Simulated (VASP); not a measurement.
Crystal: CoSi.

```
CELL_PARAMETERS angstrom
4.43800 0.00000 0.00000
0.00000 4.43800 0.00000
0.00000 0.00000 4.43800
ATOMIC_POSITIONS crystal
Co 0.86000 0.64000 0.36000
Co 0.64000 0.36000 0.86000
Co 0.36000 0.86000 0.64000
Co 0.14000 0.14000 0.14000
Si 0.15700 0.34300 0.65700
Si 0.34300 0.65700 0.15700
Si 0.65700 0.15700 0.34300
Si 0.84300 0.84300 0.84300
```

Program: VASP 6.6.1. Alike in all runs: task single point; level r2SCAN+U; potentials or basis VASP PAW PBE potentials, release 64 (Co, Si); spin collinear, ferromagnetic start; cell as given; k mesh 5 × 5 × 5; cutoff (eV) 520; smearing fermi-dirac 0.05 eV.

**Question.** Order these runs on this cell by their pressure, lowest first.
A. U Co d U = 4 eV
B. U Co d U = 6 eV
C. U Co d U = 5 eV

**Answer.** A (0.1 GPa), C (1.7 GPa), B (4.7 GPa).

Caveats: the PAW data sets were made with another functional, which shifts forces and pressure a little; the U is typed as a test and isn't derived for this compound.

Not every run made on this cell is shown here.
